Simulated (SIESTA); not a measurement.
Crystal: GaP.

```
CELL_PARAMETERS angstrom
0.00000 2.72525 2.72525
2.72525 0.00000 2.72525
2.72525 2.72525 0.00000
ATOMIC_POSITIONS crystal
Ga 0.00000 0.00000 0.00000
P 0.75000 0.75000 0.75000
```

Base run:

| Property | Result |
| --- | --- |
| Program | SIESTA 5.4.2 |
| Functional | PBE |
| Potentials or basis | PseudoDojo 0.4 standard (PBE files) |
| Basis | TZP (energy shift 0.002 Ry; radii capped at 9.5 bohr) |
| Grid cutoff | 800 Ry |
| Energy shift | 0.002 Ry |
| k mesh | 8 × 8 × 8 |
| Occupations | fermi-dirac, width 0.05 eV |
| Spin | no spin polarisation |

Its results: band gap on the k mesh 1.64 eV, indirect (least direct gap 1.86 eV); pressure 3.2 GPa.

**Question.** The run is repeated on the same cell with these changes: basis from TZP (energy shift 0.002 Ry; radii capped at 9.5 bohr) to TZP (energy shift 0.01 Ry); energy shift from 0.002 Ry to 0.01 Ry. What comes out?

**Answer.** Band gap on the k mesh 1.61 eV, indirect (least direct gap 1.89 eV); pressure 1.5 GPa.

Caveats: semicore shells carry a single zeta, which can move pressures by several GPa and volumes by a few percent; the basis of atomic orbitals isn't converged, which shifts pressures, moduli and gaps.
